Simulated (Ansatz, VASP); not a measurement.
**Two plane-wave programs on W**

```
CELL_PARAMETERS angstrom
0.00000 2.27871 1.61105
2.27871 0.00000 1.61105
2.27871 2.27871 0.00000
ATOMIC_POSITIONS crystal
W 0.00000 0.00000 0.00000
```

Alike in both runs: task single point; functional LDA; k mesh 22 × 22 × 22; occupations gaussian, width 0.15 eV; no spin polarisation.

|  | VASP | Ansatz |
| --- | --- | --- |
| version | VASP 6.6.1 | Ansatz 0.2.0 |
| potentials or method | VASP PAW LDA potentials, release 64 (W_sv) | scalar-relativistic, plane waves, PAW |
| plane-wave cutoff (eV) | 520 | 420 |
| valence electrons in the cell | 14 | 14 |

```tsv
	VASP	Ansatz	Ansatz less VASP
gap on the k mesh at the Fermi level (eV)	none	none	-
pressure (GPa)	-21.8	-23.1	-1.35
```

A gap of «none» marks a metal or a gap that the smearing closes.

Caveats: so large a pressure means that the cell lies far from this level's equilibrium, or that cutoff or potentials fall short (VASP). Spin-orbit coupling is left out, which matters for the levels of W.
